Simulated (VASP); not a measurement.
# PbS in VASP: reference runs

Reference runs on PbS: the cell as given.

All numbers are computed with VASP 6.6.1; they aren't measurements. Logs are shortened: lines on timing, memory, paths and dates and some standing lists are left out, and cuts for length are marked.

## (1) The cell of the first run

The cell holds a slab with vacuum, 8 atoms: a = 4.193 Å, b = 4.193 Å, c = 23.895 Å, α = 90.00°, β = 90.00°, γ = 90.00°.

## (2) Single point, PBE (the (1 0 0) slab of PbS, cut from the database cell, not relaxed)

Input file INCAR:

```
PREC = Accurate
ENCUT = 520
EDIFF = 1E-7
ISMEAR = -1
SIGMA = 0.05
LREAL = False
LASPH = True
NELM = 80
ALGO = Normal
ISIF = 2
LWAVE = False
LCHARG = False
LDIPOL = True
IDIPOL = 3
DIPOL = 0.5 0.5 0.500
GGA = PE
NBANDS = 50
```

Input file KPOINTS:

```
Automatic mesh
0
Gamma
  6 6 1
```

Input file POSCAR:

```
PbS
1.0
    4.1931432124      0.0000000000      0.0000000000
    0.0000000000      4.1931432124      0.0000000000
    0.0000000000      0.0000000000     23.8950000000
Pb S
4 4
Direct
    0.5000000000      0.5000000000      0.3138731952
    0.0000000000      0.0000000000      0.4379577317
    0.5000000000      0.5000000000      0.5620422683
    0.0000000000      0.0000000000      0.6861268048
    0.0000000000      0.0000000000      0.3138731952
    0.5000000000      0.5000000000      0.4379577317
    0.0000000000      0.0000000000      0.5620422683
    0.5000000000      0.5000000000      0.6861268048
```

Potentials or basis: VASP PAW PBE potentials, release 64 (Pb_d, S).

The run is started by

```
$ cat potpaw_PBE.64/Pb_d/POTCAR potpaw_PBE.64/S/POTCAR > POTCAR
$ mpirun -np 1 vasp_std > vasp.out
```

OUTCAR:

```text
PREC = Accurate
   ENCUT = 520
   EDIFF = 1E-7
   ISMEAR = -1
   LREAL = False
   LASPH = True
   NELM = 80
   ISIF = 2
   GGA = PE

 ion  position               nearest neighbor table
   1  0.500  0.500  0.314-   6 2.96   5 2.96   5 2.96   5 2.96   5 2.96
   2  0.000  0.000  0.438-   5 2.96   6 2.96   6 2.96   6 2.96   6 2.96   7 2.97
   3  0.500  0.500  0.562-   8 2.96   7 2.96   7 2.96   7 2.96   7 2.96   6 2.97
   4  0.000  0.000  0.686-   7 2.96   8 2.96   8 2.96   8 2.96   8 2.96
   5  0.000  0.000  0.314-   2 2.96   1 2.96   1 2.96   1 2.96   1 2.96
   6  0.500  0.500  0.438-   1 2.96   2 2.96   2 2.96   2 2.96   2 2.96   3 2.97
   7  0.000  0.000  0.562-   4 2.96   3 2.96   3 2.96   3 2.96   3 2.96   2 2.97
   8  0.500  0.500  0.686-   3 2.96   4 2.96   4 2.96   4 2.96   4 2.96

  LATTYP: Found a simple tetragonal cell.
 ALAT       =     4.1931432124
 C/A-ratio  =     5.6985890511

  Lattice vectors:

 A1 = (   4.1931432124,   0.0000000000,   0.0000000000)
 A2 = (   0.0000000000,   4.1931432124,   0.0000000000)
 A3 = (   0.0000000000,   0.0000000000,  23.8950000000)

Analysis of symmetry for initial positions (statically):
=====================================================================
 Subroutine PRICEL returns:
 Original cell was already a primitive cell.

 Routine SETGRP: Setting up the symmetry group for a
 simple tetragonal supercell.

 Subroutine GETGRP returns: Found 16 space group operations
 (whereof  8 operations were pure point group operations)
 out of a pool of 16 trial point group operations.

The static configuration has the point symmetry C_4v.
 The point group associated with its full space group is D_4h.

Analysis of symmetry for dynamics (positions and initial velocities):
=====================================================================
 Subroutine PRICEL returns:
 Original cell was already a primitive cell.

 Routine SETGRP: Setting up the symmetry group for a
 simple tetragonal supercell.

 Subroutine GETGRP returns: Found 16 space group operations
 (whereof  8 operations were pure point group operations)
 out of a pool of 16 trial point group operations.

The dynamic configuration has the point symmetry C_4v.
 The point group associated with its full space group is D_4h.

 Subroutine INISYM returns: Found 16 space group operations
 (whereof  8 operations are pure point group operations),
 and found     1 'primitive' translations

----------------------------------------------------------------------------------------

                                     Primitive cell

  volume of cell :     420.1326

  direct lattice vectors                    reciprocal lattice vectors
     4.193143212  0.000000000  0.000000000     0.238484581  0.000000000  0.000000000
     0.000000000  4.193143212  0.000000000     0.000000000  0.238484581  0.000000000
     0.000000000  0.000000000 23.895000000     0.000000000  0.000000000  0.041849759

  length of vectors
     4.193143212  4.193143212 23.895000000     0.238484581  0.238484581  0.041849759

  position of ions in fractional coordinates (direct lattice)
     0.500000000  0.500000000  0.313873195
     0.000000000  0.000000000  0.437957732
     0.500000000  0.500000000  0.562042268
     0.000000000  0.000000000  0.686126805
     0.000000000  0.000000000  0.313873195
     0.500000000  0.500000000  0.437957732
     0.000000000  0.000000000  0.562042268
     0.500000000  0.500000000  0.686126805

  ion indices of the primitive-cell ions
   primitive index   ion index
                 1           1
                 2           2
                 3           3
                 4           4
                 5           5
                 6           6
                 7           7
                 8           8

----------------------------------------------------------------------------------------

 KPOINTS: Automatic mesh

Automatic generation of k-mesh.
 Grid dimensions read from file:
 generate k-points for:    6    6    1

 Generating k-lattice:

  Cartesian coordinates                     Fractional coordinates (reciprocal lattice)
     0.039747430  0.000000000  0.000000000     0.166666667  0.000000000  0.000000000
     0.000000000  0.039747430  0.000000000     0.000000000  0.166666667  0.000000000
     0.000000000  0.000000000  0.041849759     0.000000000  0.000000000  1.000000000

  Length of vectors
     0.039747430  0.039747430  0.041849759

  Shift w.r.t. Gamma in fractional coordinates (k-lattice)
     0.000000000  0.000000000  0.000000000

 Subroutine IBZKPT returns following result:
 ===========================================

 Found     10 irreducible k-points:

 Following reciprocal coordinates:
            Coordinates               Weight
  0.000000  0.000000  0.000000      1.000000
  0.166667  0.000000  0.000000      4.000000
  0.333333  0.000000  0.000000      4.000000
  0.500000  0.000000  0.000000      2.000000
  0.166667  0.166667  0.000000      4.000000
  0.333333  0.166667  0.000000      8.000000
  0.500000  0.166667  0.000000      4.000000
  0.333333  0.333333  0.000000      4.000000
  0.500000  0.333333  0.000000      4.000000
  0.500000  0.500000  0.000000      1.000000
   k-points           NKPTS =     10   k-points in BZ     NKDIM =     10   number of bands    NBANDS=     50
   number of dos      NEDOS =    301   number of ions     NIONS =      8
   total plane-waves  NPLWV = 184320
   dimension x,y,z NGX =    32 NGY =   32 NGZ =  180
   dimension x,y,z NGXF=    64 NGYF=   64 NGZF=  360
   ions per type =               4   4
   NGX,Y,Z   is equivalent  to a cutoff of  12.69, 12.69, 12.52 a.u.
   NGXF,Y,Z  is equivalent  to a cutoff of  25.37, 25.37, 25.05 a.u.
 SYSTEM =  unknown system
   PREC   = accura    normal or accurate (medium, high low for compatibility)
   ISTART =      0    job   : 0-new  1-cont  2-samecut
   ICHARG =      2    charge: 1-file 2-atom 10-const
   ISPIN  =      1    spin polarized calculation?
   LNONCOLLINEAR =      F non collinear calculations
   LSORBIT =      F    spin-orbit coupling
   LASPH  =      T    aspherical Exc in radial PAW
   ENCUT  =  520.0 eV  38.22 Ry    6.18 a.u.   7.80  7.80 44.43*2*pi/ulx,y,z
   NELM   =     80;   NELMIN=  2; NELMDL= -5     # of ELM steps
   EDIFF  = 0.1E-06   stopping-criterion for ELM
   LREAL  =      F    real-space projection
   EDIFFG = 0.1E-05   stopping-criterion for IOM
   NSW    =      0    number of steps for IOM
   IBRION =     -1    ionic relax: 0-MD 1-quasi-New 2-CG
   NFREE  =      0    steps in history (QN), initial steepest desc. (CG)
   ISIF   =      2    stress and relaxation
   ISYM   =      2    0-nonsym 1-usesym 2-fastsym
   POTIM  = 0.5000    time-step for ionic-motion
   TEBEG  =    0.0;   TEEND  =   0.0 temperature during run
   PSTRESS=    0.0 pullay stress
   NELECT =      80.0000    total number of electrons
   NUPDOWN=      -1.0000    fix difference up-down
   EMIN   =  10.00;   EMAX   =-10.00  energy-range for DOS
   EFERMI =   0.00;   METHOD = LEGACY
   ISMEAR =    -1;   SIGMA  =   0.05  broadening in eV -4-tet -1-fermi 0-gaus
   EFERMI_NEDOS =   21; number of points for ismear=-14 and -15
   IALGO  =     38    algorithm
   IMIX   =      4    mixing-type and parameters
     AMIX     =   0.40;   BMIX     =  1.00
     AMIX_MAG =   1.60;   BMIX_MAG =  1.00
  volume/ion in A,a.u.               =      52.52       354.40
  Fermi-wavevector in a.u.,A,eV,Ry     =   0.941838  1.779815 12.069157  0.887058
  Thomas-Fermi vector in A             =   2.069388
   LORBIT       =      0    0 simple, 1 ext, 2 COOP (PROOUT), +10 PAW based schemes
   GGA     = PE    functional components
   LHFCALC =     F    Hartree Fock is set to
   AEXX    =    0.0000 exact exchange contribution
   IVDW    =     0    specifies the selected vdW correction
   LEPSILON=     F    determine dielectric tensor
   LRPA    =     F    only Hartree local field effects (RPA)
 non-spin polarized calculation
  energy-cutoff  :      520.00
  volume of cell :      420.13
 maximum number of plane-waves:     11356
 NGX is ok and might be reduce to    32
   NGX = 15   NGY = 15   NGZ = 89

 dipolmoment           0.000000      0.000000     -0.000000 electrons x Angstroem

 number of electron      79.9999995 magnetization

 dipolmoment           0.000000      0.000000      0.000000 electrons x Angstroem

 Free energy of the ion-electron system (eV)
  ---------------------------------------------------
  ext. energy  EPLUGINS =         0.00000000
  ---------------------------------------------------
  free energy    TOTEN  =       -34.55721227 eV

  energy without entropy =      -34.55720619  energy(sigma->0) =      -34.55720923

 E-fermi :   1.0501     XC(G=0):  -5.3305

 val. band max:        0.5163911983   @ k =   0.5000   0.0000   0.0000
 cond. band min:       1.5834699423   @ k =   0.5000   0.0000   0.0000
 fundamental gap:      1.0670787440
 Fermi energy:         1.0501187099

 k-point     1 :       0.0000    0.0000    0.0000
  band No.  band energies     occupation
      1     -16.1971      2.00000
      2     -16.1896      2.00000
      3     -16.0972      2.00000
      4     -16.0972      2.00000
      5     -16.0969      2.00000
      6     -16.0969      2.00000
[... 42 lines left out ...]
     49       5.8435      0.00000
     50       5.8563      0.00000

 k-point     2 :       0.1667    0.0000    0.0000
  band No.  band energies     occupation
      1     -16.1855      2.00000
      2     -16.1797      2.00000
      3     -16.1007      2.00000
      4     -16.1006      2.00000
      5     -16.0967      2.00000
      6     -16.0967      2.00000
[... 42 lines left out ...]
     49       4.8843      0.00000
     50       4.9551      0.00000

 k-point     3 :       0.3333    0.0000    0.0000
  band No.  band energies     occupation
      1     -16.1642      2.00000
      2     -16.1616      2.00000
      3     -16.1079      2.00000
      4     -16.1077      2.00000
      5     -16.0963      2.00000
      6     -16.0960      2.00000
[... 42 lines left out ...]
     49       3.8566      0.00000
     50       4.0957      0.00000

 k-point     4 :       0.5000    0.0000    0.0000
  band No.  band energies     occupation
      1     -16.1539      2.00000
      2     -16.1539      2.00000
      3     -16.1113      2.00000
      4     -16.1113      2.00000
      5     -16.0960      2.00000
      6     -16.0960      2.00000
[... 42 lines left out ...]
     49       3.2229      0.00000
     50       3.2229      0.00000

 k-point     5 :       0.1667    0.1667    0.0000
  band No.  band energies     occupation
      1     -16.1767      2.00000
      2     -16.1716      2.00000
      3     -16.1007      2.00000
      4     -16.1004      2.00000
      5     -16.1002      2.00000
      6     -16.1002      2.00000
[... 42 lines left out ...]
     49       5.0379      0.00000
     50       5.1326      0.00000

 k-point     6 :       0.3333    0.1667    0.0000
  band No.  band energies     occupation
      1     -16.1599      2.00000
      2     -16.1569      2.00000
      3     -16.1077      2.00000
      4     -16.1075      2.00000
      5     -16.1001      2.00000
      6     -16.0999      2.00000
[... 42 lines left out ...]
     49       4.8004      0.00000
     50       4.8332      0.00000

 k-point     7 :       0.5000    0.1667    0.0000
  band No.  band energies     occupation
      1     -16.1508      2.00000
      2     -16.1508      2.00000
      3     -16.1112      2.00000
      4     -16.1112      2.00000
      5     -16.0999      2.00000
      6     -16.0999      2.00000
[... 42 lines left out ...]
     49       4.4646      0.00000
     50       4.4652      0.00000

 k-point     8 :       0.3333    0.3333    0.0000
  band No.  band energies     occupation
      1     -16.1545      2.00000
      2     -16.1509      2.00000
      3     -16.1077      2.00000
      4     -16.1075      2.00000
      5     -16.1070      2.00000
      6     -16.1070      2.00000
[... 42 lines left out ...]
     49       5.1575      0.00000
     50       5.3697      0.00000

 k-point     9 :       0.5000    0.3333    0.0000
  band No.  band energies     occupation
      1     -16.1515      2.00000
      2     -16.1515      2.00000
      3     -16.1205      2.00000
      4     -16.1205      2.00000
      5     -16.1107      2.00000
      6     -16.1107      2.00000
[... 42 lines left out ...]
     49       5.5330      0.00000
     50       5.5332      0.00000

 k-point    10 :       0.5000    0.5000    0.0000
  band No.  band energies     occupation
      1     -16.1574      2.00000
      2     -16.1574      2.00000
      3     -16.1398      2.00000
      4     -16.1398      2.00000
      5     -16.1110      2.00000
      6     -16.1110      2.00000
[... 42 lines left out ...]
     49       5.9174      0.00000
     50       5.9175      0.00000

------------------------ aborting loop because EDIFF is reached ----------------------------------------

 vacuum level on the upper side and lower side of the slab       (xc-potential included)        -0.092        -0.092

  FORCE on cell =-STRESS in cart. coord.  units (eV):
  Direction    XX          YY          ZZ          XY          YZ          ZX
  --------------------------------------------------------------------------------------
  -------------------------------------------------------------------------------------
  Total        1.2642473      1.2642473     -1.3707300      0.0000000     -0.0000000      0.0000000
  in kB        4.8212117      4.8212117     -5.2272837      0.0000000     -0.0000000      0.0000000
  external PRESSURE =       1.4717132 kB  Pullay stress =       0.0000000 kB

 VOLUME and BASIS-vectors are now :
 -----------------------------------------------------------------------------
  energy-cutoff  :      520.00
  volume of cell :      420.13
      direct lattice vectors                 reciprocal lattice vectors
     4.193143212  0.000000000  0.000000000     0.238484581  0.000000000  0.000000000
     0.000000000  4.193143212  0.000000000     0.000000000  0.238484581  0.000000000
     0.000000000  0.000000000 23.895000000     0.000000000  0.000000000  0.041849759

 POSITION                                       TOTAL-FORCE (eV/Angst)
 -----------------------------------------------------------------------------------
      2.09657      2.09657      7.50000         0.000000     -0.000000      0.243678
      0.00000      0.00000     10.46500         0.000000      0.000000     -0.405420
      2.09657      2.09657     13.43000         0.000000     -0.000000      0.405420
      0.00000      0.00000     16.39500         0.000000      0.000000     -0.243678
      0.00000      0.00000      7.50000         0.000000      0.000000      0.191844
      2.09657      2.09657     10.46500         0.000000     -0.000000     -0.468541
      0.00000      0.00000     13.43000         0.000000      0.000000      0.468541
      2.09657      2.09657     16.39500        -0.000000      0.000000     -0.191844
 -----------------------------------------------------------------------------------
    total drift:                                0.000000     -0.000000     -0.000000

  FREE ENERGIE OF THE ION-ELECTRON SYSTEM (eV)
  ---------------------------------------------------
  free  energy   TOTEN  =       -34.5572122667 eV

  energy  without entropy=      -34.5572061942  energy(sigma->0) =      -34.55720923

 vacuum level on the upper side and lower side of the slab         4.800         4.800
```

Run time: 4.7 min. Hardware: 1 thread of Intel Xeon 6975P-C (Granite Rapids), shared host; peak memory 0.5 GiB.

Results:

| Quantity | Value |
| --- | --- |
| Free energy | -34.5572 eV |
| Largest force | 0.469 eV/Å |
| Band gap on the k mesh | 1.07 eV, direct |

Forces on the atoms (eV/Å):
```
Pb   0.000  0.000  0.244
Pb   0.000  0.000 -0.405
Pb   0.000  0.000  0.405
Pb   0.000  0.000 -0.244
S    0.000  0.000  0.192
S    0.000  0.000 -0.469
S    0.000  0.000  0.469
S    0.000  0.000 -0.192
```

Levels at points of the mesh, in eV from the valence-band top:
| k point | band 37 | band 38 | band 39 | band 40 | band 41 | band 42 | band 43 | band 44 |
| --- | --- | --- | --- | --- | --- | --- | --- | --- |
| (0.00, 0.00, 0.00) | -1.88 | -1.88 | -1.35 | -0.96 | 1.98 | 2.84 | 3.61 | 4.11 |
| (0.50, 0.00, 0.00) | -0.25 | -0.25 | 0.00 | 0.00 | 1.07 | 1.07 | 1.60 | 1.60 |
| (0.50, 0.50, 0.00) | -2.50 | -2.50 | -1.09 | -1.09 | 2.63 | 2.63 | 4.45 | 4.45 |

Caveat: spin-orbit coupling is left out, which as a rule narrows the gap of such compounds by several tenths of an eV.
